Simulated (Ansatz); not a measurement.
LiCl, response to strain

Take LiCl in the rock salt structure (space group Fm-3m, No. 225; a = 5.064 Å) as the base.

Strains are applied to the cell and any free atomic positions relax.

Calculations: PBEsol/PAW in Ansatz (a quantum-chemistry and plane-wave program), no spin-orbit coupling.

```tsv
isotropic strain (%)	pressure (GPa)
-3	3.9
-1.5	1.8
-1	1.1
0	0.0
0.5	-0.5
1	-1.0
1.5	?
2.5	-2.2
3	-2.6
```

Problem. Fit P = P₀ − Bδ + Cδ² with δ = (1 + ε)³ − 1 to the rows shown and predict the withheld row.

Solution. Least squares on the printed values gives P₀ = 0.0 GPa, B = 36.3 GPa, C = 93.4 GPa (largest residual 0.1 GPa); this predicts -1.5 GPa, and the run gives -1.4 GPa, in agreement.

Stability against distortions was not tested.
